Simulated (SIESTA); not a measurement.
Crystal: BN.

```
CELL_PARAMETERS angstrom
4.88009 0.00000 0.00000
0.00000 2.59146 0.00000
0.00000 0.00000 4.29205
ATOMIC_POSITIONS crystal
N 0.32113 0.75000 0.10649
N 0.67887 0.25000 0.89351
N 0.17887 0.25000 0.60649
N 0.82113 0.75000 0.39351
B 0.34041 0.25000 0.90710
B 0.15959 0.75000 0.40710
B 0.84041 0.25000 0.59290
B 0.65959 0.75000 0.09290
```

Measurements of this composition are mostly on another form, of space group No. 194.

Base run:

- Program: SIESTA 5.4.2
- Functional: PBEsol
- Potentials or basis: PseudoDojo 0.4 standard (PBEsol files)
- Basis: DZP (energy shift 0.003 Ry)
- Grid cutoff: 800 Ry
- Energy shift: 0.003 Ry
- k mesh: 6 × 10 × 6
- Occupations: fermi-dirac, width 0.05 eV
- Spin: no spin polarisation

Its results: band gap on the k mesh 5.65 eV, indirect (least direct gap 6.22 eV); pressure -1.3 GPa; largest force 0.136 eV/Å.

Task: The run is repeated on the same cell with these changes: functional from PBEsol to LDA; potentials or basis from PseudoDojo 0.4 standard (PBEsol files) to PseudoDojo 0.4 standard (LDA files). What comes out?

Result: Band gap on the k mesh 5.64 eV, indirect (least direct gap 6.19 eV); pressure -8.6 GPa; largest force 0.208 eV/Å.

Caveats: the basis of atomic orbitals isn't converged, which shifts pressures, moduli and gaps.

A k mesh can miss the band edges.
